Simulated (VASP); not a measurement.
Co, 7 atoms in the cell. The cell holds a slab with vacuum, 7 atoms: a = 2.540 Å, b = 2.540 Å, c = 25.774 Å, α = 90.00°, β = 90.00°, γ = 90.00°.  The cell isn't the ideal one: the (1 0 0) slab of Co, cut from the database cell, not relaxed.

| Property | Result |
| --- | --- |
| Program | VASP 6.6.1 |
| Task | single point |
| Functional | PBE |
| Potentials or basis | VASP PAW PBE potentials, release 64 (Co) |
| Cutoff | 520 eV |
| k mesh | 10 × 10 × 1 |
| Occupations | fermi-dirac, width 0.05 eV |
| Spin | collinear spin, ferromagnetic start |
| Starting moments | [2.0, 2.0, 2.0, 2.0, 2.0, 2.0, 2.0] μB |
| Dipole correction | yes |
| Further INCAR settings | ALGO = Normal; EDIFF = 1e-07; NBANDS = 44 |

Potentials or basis: VASP PAW PBE potentials, release 64 (Co).

Run with:

```bash
$ cat potpaw_PBE.64/Co/POTCAR > POTCAR
$ mpirun -np 1 vasp_std > vasp.out
```

Hardware: 1 thread of Intel(R) Xeon(R) Platinum 8559C (Emerald Rapids) (shared host).

**Question.** How long does it take, and how much memory?

**Answer.** It took 11 min on 1 thread of Intel(R) Xeon(R) Platinum 8559C (Emerald Rapids) (shared host), peak memory 0.41 GiB. Counts: scf iterations 45, k points 21.
